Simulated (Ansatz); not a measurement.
HfO2: what each run costs

Cell: 12 atoms, space group P2_1/c, a = 5.150 Å, b = 5.185 Å, c = 5.342 Å, α = 90.00°, β = 98.95°, γ = 90.00°.

All runs are DFT with Ansatz 0.2.0 on 1 thread of AMD EPYC 9R14 (Zen 4) (x86_64; 16 cores open to the job, memory cap 3.0 GiB, no GPU), a shared host.

**Question.** Rank the runs by wall time, shortest first.
A. relaxation of the ions, PBE, gradients read without the response of the cores, 420 eV, 5×5×5 k-points, smearing 0.02 eV
B. single point at relaxed positions, r2SCAN, gradients read without the response of the cores, 500 eV, 5×5×5 k-points, smearing 0.02 eV
C. single point, PBE, gradients read without the response of the cores, 420 eV, 5×5×5 k-points, smearing 0.02 eV

**Answer.** C (21 s, 0.66 GiB), B (38 s, 0.95 GiB), A (71 s, 0.73 GiB).
